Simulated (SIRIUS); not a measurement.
# WC (Fm-3m) in SIRIUS: further runs

Aim: see how the results for WC move with the level of theory and the settings. Levels: PBEsol, PBE. Tasks: single point, equation of state.

All numbers are computed with SIRIUS, more than one build; they aren't measurements. Logs are shortened: lines on timing, memory, paths and dates and some standing lists are left out, and cuts for length are marked. The log counts tension as positive stress, the text compression.

### Step 1. Starting point

The structure is cubic, space group Fm-3m (No. 225). The conventional cell has a = 4.385 Å, b = 4.385 Å, c = 4.385 Å, α = 90.00°, β = 90.00°, γ = 90.00°. Around W (site symmetry m-3m) lie 6 C at 2.19 Å. Around C (site symmetry m-3m) lie 6 W at 2.19 Å.

Measurements of this composition are mostly on another form, of space group No. 187.

### Step 2. Single point, PBEsol

sirius.json

```json
{
  "control": {
    "processing_unit": "cpu",
    "verbosity": 2,
    "num_bands_to_print": 16,
    "print_forces": true,
    "print_stress": true
  },
  "parameters": {
    "electronic_structure_method": "pseudopotential",
    "xc_functionals": ["XC_GGA_X_PBE_SOL", "XC_GGA_C_PBE_SOL"],
    "gk_cutoff": 9.1,
    "pw_cutoff": 18.2,
    "ngridk": [10, 10, 10],
    "shiftk": [0, 0, 0],
    "smearing": "fermi_dirac",
    "smearing_width": 0.0018374661,
    "num_bands": 16,
    "num_mag_dims": 0,
    "num_dft_iter": 100,
    "energy_tol": 1e-08,
    "density_tol": 1e-06
  },
  "iterative_solver": {
    "type": "davidson",
    "min_tolerance": 1e-09,
    "tolerance_scale": [0.1, 0.25]
  },
  "mixer": {
    "type": "anderson",
    "beta": 0.7,
    "max_history": 8
  },
  "settings": {
    "tol_ne": 1e-10,
    "pseudo_grid_cutoff": 6.5
  },
  "unit_cell": {
    "lattice_vectors": [
      [0.0, 4.143572237849, 4.143572237849],
      [4.143572237849, 0.0, 4.143572237849],
      [4.143572237849, 4.143572237849, 0.0]
    ],
    "atom_coordinate_units": "lattice",
    "atom_types": ["W", "C"],
    "atom_files": {
      "C": "C.json",
      "W": "W.json"
    },
    "atoms": {
      "W": [
        [0.0, 0.0, 0.0]
      ],
      "C": [
        [0.5, 0.5, 0.5]
      ]
    }
  }
}
```

Potentials or basis: PseudoDojo 0.4.1 PBEsol standard (scalar relativistic).

Command:

```sh
$ upf_to_json C.upf
$ upf_to_json W.upf
$ OMP_NUM_THREADS=1 sirius.scf --input=sirius.json --output=out.json --task=0
```

Standard output:

```text
[info] SIRIUS version : 7.10.0
[info] number of MPI ranks           : 1
[info] MPI grid                      : 1 1
[info] maximum number of OMP threads : 1
[fft] FFT context for density and potential
[fft] =====================================
[fft]   comm size                             : 1
[fft]   plane wave cutoff                     : 18.2
[fft]   grid size                             : 36 36 36   total : 46656
[fft]   grid limits                           : -17 18   -17 18   -17 18
[fft]   number of G-vectors within the cutoff : 7181
[fft]   local number of G-vectors             : 7181
[fft]   number of G-shells                    : 418
[fft] FFT context for coarse grid
[fft] =====================================
[fft]   comm size                             : 1
[fft]   plane wave cutoff                     : 18.2
[fft]   grid size                             : 36 36 36   total : 46656
[fft]   grid limits                           : -17 18   -17 18   -17 18
[fft]   number of G-vectors within the cutoff : 7181
[fft]   local number of G-vectors             : 7181
[fft]   number of G-shells                    : 418
[unit cell] lattice vectors
[unit cell]   a1 :       0.0000000000      4.1435722378      4.1435722378
[unit cell]   a2 :       4.1435722378      0.0000000000      4.1435722378
[unit cell]   a3 :       4.1435722378      4.1435722378      0.0000000000
[unit cell] reciprocal lattice vectors
[unit cell]   b1 :      -0.7581845985      0.7581845985      0.7581845985
[unit cell]   b2 :       0.7581845985     -0.7581845985      0.7581845985
[unit cell]   b3 :       0.7581845985      0.7581845985     -0.7581845985
[unit cell] unit cell volume :       142.28356544 [a.u.^3]
[unit cell] 1/sqrt(omega)    :         0.08383447
[unit cell] MT volume        :         0.00000000 ( 0.00%)
[unit cell] IT volume        :       142.28356544 (100.00%)
[unit cell] number of atom types : 2
[unit cell] type id : 0 symbol :  W mt_radius :  13.950000 num_atoms : 1
[unit cell] type id : 1 symbol :  C mt_radius :  12.470000 num_atoms : 1
[unit cell] total number of atoms : 2
[unit cell] number of symmetry classes : 2
[unit cell] number of PAW atoms : 0
[unit cell] atom id  type id  class id             position                      vector_field
[unit cell] ------------------------------------------------------------------------------------------
[unit cell]      0        0        0      0.00000   0.00000   0.00000      0.00000   0.00000   0.00000
[unit cell]      1        1        1      0.50000   0.50000   0.50000      0.00000   0.00000   0.00000
[unit cell] atom id         position (Cartesian, a.u.)
[unit cell] ---------------------------------------------
[unit cell]      0       0.000000    0.000000    0.000000
[unit cell]      1       4.143572    4.143572    4.143572
[unit cell] class id : 0 atom id : 0
[unit cell] class id : 1 atom id : 1
[unit cell] minimum bond length:     4.143572
[unit cell] total number of pseudo wave-functions: 14
[sym] space group number   : 225
[sym] international symbol : Fm-3m
[sym] Hall symbol          : -F 4 2 3
[sym] space group transformation matrix :
[sym]   0.0000  0.5000  0.5000
[sym]   0.5000  0.0000  0.5000
[sym]   0.5000  0.5000  0.0000
[sym] space group origin shift :
[sym]   0.0000  0.0000  0.0000
[sym] number of space group operations  : 48
[sym] number of magnetic group operations : 48
[sym] metric tensor error: 0.0000e+00
[sym] rotation matrix error: 3.6616e-17
[sym] symmetry operations
[... list of symmetry operations ...]
[atom type] label          : W
[atom type] --------------------------------------------------------------------------------
[atom type] symbol         : W
[atom type] name           :
[atom type] zn             : 14
[atom type] mass           : 0
[atom type] mt_radius      : 13.95
[atom type] num_mt_points  : 1396
[... 179 lines left out ...]
[find] Total energy                   :     -81.72515734 (Ha),    -163.45031468 (Ry)
[find] Free energy (E-TS)             :     -81.72566022 (Ha),    -163.45132044 (Ry)
[find] band gap (eV)                  :       0.00000000
[find] Efermi                         :       0.76606929
[find] iteration : 1, RMS : 3.480083768729e-02, energy difference : -5.348960748941e-02
[find] Hartree energy of density residual : 2.856874920123e-01
[find] | SCF iteration   2 out of 100|
[diagonalize] iterative solver tolerance (occupied, empty): 0.000593188 0.000593188
[diagonalize] average number of iterations: 3.04255
[... levels, occupations and energy terms ...]
[find] Total energy                   :     -81.82034147 (Ha),    -163.64068293 (Ry)
[find] Free energy (E-TS)             :     -81.82057606 (Ha),    -163.64115211 (Ry)
[find] band gap (eV)                  :       0.00000000
[find] Efermi                         :       0.79889820
[find] iteration : 2, RMS : 3.403711883402e-03, energy difference : -9.518412615611e-02
[find] Hartree energy of density residual : 1.262009488892e-03
[find] | SCF iteration   3 out of 100|
[diagonalize] iterative solver tolerance (occupied, empty): 0.000148297 0.000148297
[diagonalize] average number of iterations: 3.87234
[find] Total energy                   :     -81.82033445 (Ha),    -163.64066891 (Ry)
[find] Free energy (E-TS)             :     -81.82056724 (Ha),    -163.64113448 (Ry)
[find] band gap (eV)                  :       0.00000000
[find] Efermi                         :       0.79682864
[find] iteration : 3, RMS : 2.048483805829e-03, energy difference : 7.012787278882e-06
[find] Hartree energy of density residual : 1.447333652139e-04
[find] | SCF iteration   4 out of 100|
[diagonalize] iterative solver tolerance (occupied, empty): 3.70743e-05 3.70743e-05
[... 47 lines left out ...]
[find] Free energy (E-TS)             :     -81.82077285 (Ha),    -163.64154569 (Ry)
[find] band gap (eV)                  :       0.00000000
[find] Efermi                         :       0.79488650
[find] iteration : 9, RMS : 3.113605403773e-06, energy difference : -6.186868972691e-08
[find] Hartree energy of density residual : 8.585046598121e-10
[find] | SCF iteration  10 out of 100|
[diagonalize] iterative solver tolerance (occupied, empty): 9.05133e-09 9.05133e-09
[diagonalize] average number of iterations: 2.61702
[find] Total energy                   :     -81.82053681 (Ha),    -163.64107362 (Ry)
[find] Free energy (E-TS)             :     -81.82077285 (Ha),    -163.64154570 (Ry)
[find] band gap (eV)                  :       0.00000000
[find] Efermi                         :       0.79488519
[find] iteration : 10, RMS : 5.606243204867e-07, energy difference : -2.599895765343e-08
[find] Hartree energy of density residual : 1.380390686663e-11
[find] bands are converged : true
[find] iterative solver converged : false
[find] +------------------------------+
[find] | SCF iteration  11 out of 100|
[find] +------------------------------+
[diagonalize] iterative solver tolerance (occupied, empty): 2.26283e-09 2.26283e-09
[diagonalize] average number of iterations: 3.06383
[diagonalize] Lowest band energies
[diagonalize] ik:    0   -1.977588   -0.654232   -0.654232   -0.654232    0.212710    0.691719    0.691719    0.691719    0.755159    0.755159    0.755159    0.757521    0.757521    1.030346    1.146403    1.645750
[diagonalize] ik:    1   -1.977459   -0.656390   -0.654464   -0.654464    0.223008    0.658502    0.675295    0.675295    0.714594    0.714594    0.767973    0.834599    0.834599    1.049380    1.170072    1.546545
[diagonalize] ik:    2   -1.977120   -0.661940   -0.655067   -0.655067    0.252132    0.597482    0.624462    0.624462    0.736206    0.736206    0.784594    0.921189    0.921189    1.087816    1.222182    1.439900
[diagonalize] ik:    3   -1.976700   -0.668619   -0.655808   -0.655808    0.295325    0.533251    0.584231    0.584231    0.774166    0.774166    0.807787    1.007800    1.007800    1.089973    1.251227    1.360643
[diagonalize] ik:    4   -1.976360   -0.673883   -0.656404   -0.656404    0.345846    0.472816    0.559468    0.559468    0.813240    0.813240    0.845523    1.023789    1.081400    1.081400    1.266896    1.266896
[diagonalize] ...
[diagonalize] ik:   42   -1.975835   -0.668709   -0.667926   -0.660140    0.333891    0.524731    0.571843    0.592060    0.769516    0.826901    0.884039    0.952998    0.997176    1.197491    1.227965    1.251413
[diagonalize] ik:   43   -1.975775   -0.672593   -0.663082   -0.662016    0.305373    0.574693    0.582678    0.639472    0.726456    0.869630    0.873501    0.876808    0.988996    1.097797    1.223612    1.373723
[diagonalize] ik:   44   -1.975889   -0.670135   -0.665191   -0.660430    0.330865    0.527314    0.570838    0.589524    0.773696    0.833455    0.882907    0.919585    1.022364    1.182529    1.219806    1.273568
[diagonalize] ik:   45   -1.975819   -0.669174   -0.666827   -0.661101    0.333307    0.533049    0.570299    0.584397    0.801295    0.807723    0.877578    0.947386    0.984159    1.221590    1.227585    1.267611
[diagonalize] ik:   46   -1.975775   -0.669687   -0.666055   -0.662142    0.325069    0.569372    0.571552    0.573376    0.781353    0.837597    0.877001    0.913853    0.976894    1.197893    1.239160    1.293694
[find] Charges and magnetic moments
[find] --------------------------------------------------------------------------------
[find] total charge          : 18.000000
[find] Energy
[find] --------------------------------------------------------------------------------
[find] valence_eval_sum               :      -2.39407708
[find] <rho|V^{XC}>                   :     -13.76431774
[find] <rho|E^{XC}>                   :     -18.60588484
[find] <mag|B^{XC}>                   :       0.00000000
[find] <rho|V^{H}>                    :      17.15316064
[find] one-electron contribution      :      -5.78291999 (Ha),     -11.56583998 (Ry)
[find] hartree contribution           :       8.57658032
[find] xc contribution                :     -18.60588484
[find] ewald contribution             :     -66.00831239
[find] PAW contribution               :       0.00000000
[find] smearing (-TS)                 :      -0.00023605
[find] SCF correction                 :       0.00000010
[find] Total energy                   :     -81.82053680 (Ha),    -163.64107361 (Ry)
[find] Free energy (E-TS)             :     -81.82077285 (Ha),    -163.64154571 (Ry)
[find] band gap (eV)                  :       0.00000000
[find] Efermi                         :       0.79488700
[find] iteration : 11, RMS : 4.472440905569e-07, energy difference : 3.380250745977e-09
[find] Hartree energy of density residual : 5.666728308757e-11
[find] bands are converged : true
[find] iterative solver converged : true
[find] converged after 12 SCF iterations!
[find] Charges and magnetic moments
[find] --------------------------------------------------------------------------------
[find] total charge          : 18.000000
[find] Energy
[find] --------------------------------------------------------------------------------
[find] valence_eval_sum               :      -2.39407708
[find] <rho|V^{XC}>                   :     -13.76431774
[find] <rho|E^{XC}>                   :     -18.60588484
[find] <mag|B^{XC}>                   :       0.00000000
[find] <rho|V^{H}>                    :      17.15316064
[find] one-electron contribution      :      -5.78291999 (Ha),     -11.56583998 (Ry)
[find] hartree contribution           :       8.57658032
[find] xc contribution                :     -18.60588484
[find] ewald contribution             :     -66.00831239
[find] PAW contribution               :       0.00000000
[find] smearing (-TS)                 :      -0.00023605
[find] SCF correction                 :       0.00000010
[find] Total energy                   :     -81.82053680 (Ha),    -163.64107361 (Ry)
[find] Free energy (E-TS)             :     -81.82077285 (Ha),    -163.64154571 (Ry)
[find] band gap (eV)                  :       0.00000000
[find] Efermi                         :       0.79488700
[ground_state] === stress tensor components [kbar] ===
[ground_state] === stress_kin ===
[ground_state] -33633.667313   -0.000000   -0.000000
[ground_state]    -0.000000-33633.667313    0.000000
[ground_state]    -0.000000    0.000000-33633.667313
[ground_state] === stress_har ===
[ground_state] -5911.473822   -0.000000    0.000000
[ground_state]    -0.000000-5911.473822    0.000000
[ground_state]     0.000000    0.000000-5911.473822
[ground_state] === stress_ewald ===
[ground_state] 45496.736007    0.000000   -0.000000
[ground_state]     0.00000045496.736007   -0.000000
[ground_state]    -0.000000   -0.00000045496.736007
[ground_state] === stress_vloc ===
[ground_state] 17396.650440    0.000000    0.000000
[ground_state]     0.00000017396.650440   -0.000000
[ground_state]     0.000000   -0.00000017396.650440
[ground_state] === stress_xc ===
[ground_state] -9896.533821   -0.000000    0.000000
[ground_state]    -0.000000-9896.533821    0.000000
[ground_state]     0.000000    0.000000-9896.533821
[ground_state] === stress_core ===
[ground_state] 18862.407970    0.000000   -0.000000
[ground_state]     0.00000018862.407970   -0.000000
[ground_state]    -0.000000   -0.00000018862.407970
[ground_state] === stress_nonloc ===
[ground_state] -32215.544807   -0.000000    0.000000
[ground_state]    -0.000000-32215.544807    0.000000
[ground_state]     0.000000    0.000000-32215.544807
[ground_state] === stress_us_nl ===
[ground_state] -32215.544807   -0.000000    0.000000
[ground_state]    -0.000000-32215.544807    0.000000
[ground_state]     0.000000    0.000000-32215.544807
[ground_state] === stress_total ===
[ground_state]    98.574653    0.000000   -0.000000
[ground_state]     0.000000   98.574653   -0.000000
[ground_state]    -0.000000   -0.000000   98.574653
[ground_state] ==== total Forces in Ha/bohr =====
[ground_state] atom:    0, force:       0.0000000      0.0000000      0.0000000
[... 14 lines left out ...]
[ground_state] atom:    0, force:       0.0000000      0.0000000      0.0000000
[ground_state] atom:    1, force:       0.0000000      0.0000000      0.0000000
[~DFT_ground_state] local op. applied: 21611
[~DFT_ground_state] evp. work count: 5547.91
[~DFT_ground_state] number of iterative solver steps: 1707
```

Run time: 34 s. Hardware: 1 thread of Arm Neoverse V1, shared host; peak memory 0.32 GiB.

Results:

| Property | Result |
| --- | --- |
| Free energy | -2226.4567 eV |
| Pressure | -9.9 GPa |
| Band gap on the k mesh | none (metal or under the smearing width) |

### Step 3. Single point, PBEsol, 9.91 Å³/atom (volume scaled by 0.94)

Edit sirius.json of step 2 so:

```diff
@@ -39,6 +39,7 @@
     "lattice_vectors": [
-      [0.0, 4.143572237849, 4.143572237849],
-      [4.143572237849, 0.0, 4.143572237849],
-      [4.143572237849, 4.143572237849, 0.0]
+      [0.0, 0.707106781187, 0.707106781187],
+      [0.707106781187, 0.0, 0.707106781187],
+      [0.707106781187, 0.707106781187, 0.0]
     ],
+    "lattice_vectors_scale": 5.7402727744,
     "atom_coordinate_units": "lattice",
```

Potentials or basis: PseudoDojo 0.4.1 PBEsol standard (scalar relativistic).

Command:

```sh
$ upf_to_json C.upf
$ upf_to_json W.upf
$ OMP_NUM_THREADS=1 sirius.scf --input=sirius.json --output=out.json --task=0
```

Wall time 33 s (1 thread of Arm Neoverse V1, shared host); peak memory 0.31 GiB.

Results (log left out):

| Quantity | Value |
| --- | --- |
| Free energy | -2226.4417 eV |
| Pressure | 14.7 GPa |
| Band gap on the k mesh | none (metal or under the smearing width) |

### Step 4. Single point, PBEsol, 10.12 Å³/atom (volume scaled by 0.96)

Edit sirius.json of step 3 so:

```diff
@@ -43,3 +43,3 @@
     ],
-    "lattice_vectors_scale": 5.7402727744,
+    "lattice_vectors_scale": 5.7806985625,
     "atom_coordinate_units": "lattice",
```

Command:

```sh
$ upf_to_json C.upf
$ upf_to_json W.upf
$ OMP_NUM_THREADS=1 sirius.scf --input=sirius.json --output=out.json --task=0
```

Wall time 34 s (1 thread of Arm Neoverse V1, shared host); peak memory 0.33 GiB.

It converged, with:

- Free energy: -2226.4686 eV
- Pressure: 5.6 GPa
- Band gap on the k mesh: none (metal or under the smearing width)

### Step 5. Single point, PBEsol, 10.33 Å³/atom (volume scaled by 0.98)

Edit sirius.json of step 4 so:

```diff
@@ -43,3 +43,3 @@
     ],
-    "lattice_vectors_scale": 5.7806985625,
+    "lattice_vectors_scale": 5.820566709,
     "atom_coordinate_units": "lattice",
```

Command:

```sh
$ upf_to_json C.upf
$ upf_to_json W.upf
$ OMP_NUM_THREADS=1 sirius.scf --input=sirius.json --output=out.json --task=0
```

Wall time 35 s (1 thread of Arm Neoverse V1, shared host); peak memory 0.33 GiB.

The run converged. Its results:

- Free energy: -2226.4728 eV
- Pressure: -2.5 GPa
- Band gap on the k mesh: none (metal or under the smearing width)

### Step 6. Single point, PBEsol, 10.75 Å³/atom (volume scaled by 1.02)

Edit sirius.json of step 5 so:

```diff
@@ -43,3 +43,3 @@
     ],
-    "lattice_vectors_scale": 5.820566709,
+    "lattice_vectors_scale": 5.8987044451,
     "atom_coordinate_units": "lattice",
```

Potentials or basis: PseudoDojo 0.4.1 PBEsol standard (scalar relativistic).

Command:

```sh
$ upf_to_json C.upf
$ upf_to_json W.upf
$ OMP_NUM_THREADS=1 sirius.scf --input=sirius.json --output=out.json --task=0
```

Run time: 40 s. Hardware: 1 thread of Arm Neoverse V1, shared host; peak memory 0.35 GiB.

Results (log left out):

```
Free energy            : -2226.4222 eV
Pressure               : -16.4 GPa
Band gap on the k mesh : none (metal or under the smearing width)
```

### Step 7. Single point, PBEsol, 10.96 Å³/atom (volume scaled by 1.04)

Edit sirius.json of step 6 so:

```diff
@@ -43,3 +43,3 @@
     ],
-    "lattice_vectors_scale": 5.8987044451,
+    "lattice_vectors_scale": 5.937008794,
     "atom_coordinate_units": "lattice",
```

Command:

```sh
$ upf_to_json C.upf
$ upf_to_json W.upf
$ OMP_NUM_THREADS=1 sirius.scf --input=sirius.json --output=out.json --task=0
```

Wall time 40 s (1 thread of Arm Neoverse V1, shared host); peak memory 0.37 GiB.

Results (log left out):

| Quantity | Value |
| --- | --- |
| Free energy | -2226.3714 eV |
| Pressure | -22.3 GPa |
| Band gap on the k mesh | none (metal or under the smearing width) |

### Step 8. Single point, PBEsol, 11.17 Å³/atom (volume scaled by 1.06)

Edit sirius.json of step 7 so:

```diff
@@ -43,3 +43,3 @@
     ],
-    "lattice_vectors_scale": 5.937008794,
+    "lattice_vectors_scale": 5.9748251561,
     "atom_coordinate_units": "lattice",
```

Command:

```sh
$ upf_to_json C.upf
$ upf_to_json W.upf
$ OMP_NUM_THREADS=1 sirius.scf --input=sirius.json --output=out.json --task=0
```

Run time: 40 s. Hardware: 1 thread of Arm Neoverse V1, shared host; peak memory 0.34 GiB.

Results (log left out):

```yaml
Free_energy: -2226.3058 eV
Pressure: -27.6 GPa
Band_gap_on_the_k_mesh: none (metal or under the smearing width)
```

### Step 9. Equation of state, PBEsol

Potentials or basis: PseudoDojo 0.4.1 PBEsol standard (scalar relativistic).

This step only gathers the single runs of the series.

What came out:

| Property | Result |
| --- | --- |
| Equilibrium volume | 10.27 Å³/atom |
| Bulk modulus | 389 GPa |
| Pressure derivative of the bulk modulus | 4.3 |

Energy against volume, from the lowest point:
```
volume (Å³/atom)  energy (meV/atom)
           9.910              15.56
          10.120               2.11
          10.331               0.00
          10.542               8.09
          10.753              25.31
          10.964              50.73
          11.175              83.49
```

(Continued in part 2 of 2.)
